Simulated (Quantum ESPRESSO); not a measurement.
Crystal: TaN.

```
Ta N
1.0
     0.00000    2.49114    2.49114
     2.49114    0.00000    2.49114
     2.49114    2.49114    0.00000
Ta N
1 1
Direct
  0.00000 0.00000 0.00000
  0.25000 0.25000 0.25000
```

The cell comes from a database or a generator and needn't be the stable form of this composition.

Base run:

| Property | Result |
| --- | --- |
| Program | Quantum ESPRESSO 7.5 |
| Functional | PBE |
| Potentials or basis | GBRV 1.5 PBE |
| Cutoff | 762 eV |
| Density cutoff | 6095 eV |
| k mesh | 7 × 7 × 7 |
| Occupations | gaussian, width 0.05 eV |
| Spin | collinear spin, ferromagnetic start |
| Starting moments | [2.0, 0.0] μB |
| Hubbard terms | Ta d U = 2 eV |

Its results: band gap on the k mesh none (metal or under the smearing width); pressure -25.5 GPa.

**Question.** The run is repeated on the same cell with these changes: spin from collinear spin, ferromagnetic start to no spin polarisation; magnetic state asked for from fm to nm. What comes out?

**Answer.** Band gap on the k mesh none (metal or under the smearing width); pressure -26.0 GPa.

Caveats: U without spin polarisation on a metal has little footing (some runs).
